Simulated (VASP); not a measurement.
A run of VASP 6.6.1:

The input INCAR:

```
ALGO = Normal ; EDIFF = 1E-7
ENCUT = 520 ; ISIF = 2
ISMEAR = 0 ; LASPH = True
LCHARG = False ; LMIXTAU = True
LREAL = False ; LWAVE = False
METAGGA = R2SCAN ; NELM = 100
PREC = Accurate ; SIGMA = 0.02
```

The input KPOINTS:

```
k-points
0
Gamma
  10 10 10
```

Contents of POSCAR:

```
CdSe
1.0
    0.0000000000      3.0463900000      3.0463900000
    3.0463900000      0.0000000000      3.0463900000
    3.0463900000      3.0463900000      0.0000000000
Cd Se
1 1
Direct
    0.0000000000      0.0000000000      0.0000000000
    0.2500000000      0.2500000000      0.2500000000
```

Contents of KPOINTS_OPT:

```
path GXWKGLUWLK,UX
20
line-mode
reciprocal
 0.0000000000  0.0000000000  0.0000000000  G
 0.5000000000  0.0000000000  0.5000000000  X

 0.5000000000  0.0000000000  0.5000000000  X
 0.5000000000  0.2500000000  0.7500000000  W

 0.5000000000  0.2500000000  0.7500000000  W
 0.3750000000  0.3750000000  0.7500000000  K

 0.3750000000  0.3750000000  0.7500000000  K
 0.0000000000  0.0000000000  0.0000000000  G

 0.0000000000  0.0000000000  0.0000000000  G
 0.5000000000  0.5000000000  0.5000000000  L

 0.5000000000  0.5000000000  0.5000000000  L
 0.6250000000  0.2500000000  0.6250000000  U

 0.6250000000  0.2500000000  0.6250000000  U
 0.5000000000  0.2500000000  0.7500000000  W

 0.5000000000  0.2500000000  0.7500000000  W
 0.5000000000  0.5000000000  0.5000000000  L

 0.5000000000  0.5000000000  0.5000000000  L
 0.3750000000  0.3750000000  0.7500000000  K

 0.6250000000  0.2500000000  0.6250000000  U
 0.5000000000  0.0000000000  0.5000000000  X
```

Potentials or basis: VASP PAW PBE potentials, release 64 (Cd, Se).

Launch:

```console
$ cat potpaw_PBE.64/Cd/POTCAR potpaw_PBE.64/Se/POTCAR > POTCAR
$ mpirun -np 1 vasp_std > vasp.out
```

Hardware: 1 thread of Intel(R) Xeon(R) Platinum 8259CL CPU @ 2.50GHz (Skylake/Cascade Lake), with other jobs on the host.

Q: Estimate the wall time of this run.

A: Run time: 4.7 min on 1 thread of Intel(R) Xeon(R) Platinum 8259CL CPU @ 2.50GHz (Skylake/Cascade Lake) (shared host), peak memory 0.21 GiB. Counts: scf iterations 59, k points 47.
